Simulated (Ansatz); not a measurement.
Input and command of a plane-wave DFT calculation in Ansatz:

```yaml
crystal:
  lattice:
    - [3.9940387829, 0.0, 0.0]
    - [0.0, 3.9940387829, 0.0]
    - [0.0, 0.0, 3.9141580072]
  atoms:
    - { symbol: Ba, position: [0.5, 0.5, 0.5] }
    - { symbol: Ti, position: [0.0, 0.0, 0.0] }
    - { symbol: O, position: [0.5, 0.0, 0.0] }
    - { symbol: O, position: [0.0, 0.5, 0.0] }
    - { symbol: O, position: [0.0, 0.0, 0.5] }
basis:
  ecutwfc: 500
kpoints:
  mp_grid: { grid: [8, 8, 8] }
hamiltonian:
  xc: r2scan
scf:
  occupations: { method: gaussian, width: 0.02 }
output:
  forces: true
  stress: true
  eigenvalues: true
  write_density: true
  write_potential: true
  elf: true
  volumetric_format: npy
```

```bash
ansatz run input.yaml --threads 1 --pin off --max-ram 2560MiB --backend cpu --events-out ev --progress --plain --runs-dir out
```

Processor: Intel(R) Xeon(R) Processor @ 2.50GHz (Skylake/Cascade Lake), 1 thread, on a host shared with other jobs.

Q: How long does it run, and how much memory does it take?

A: About 44 s on 1 thread of Intel(R) Xeon(R) Processor @ 2.50GHz (Skylake/Cascade Lake), with other jobs on the host, peak memory 0.55 GiB. It solves 25 bands at 75 k points (the mesh reduced by the symmetry that the task leaves, which can be less than the crystal's) with about 1575 plane waves, in 8 SCF iterations.
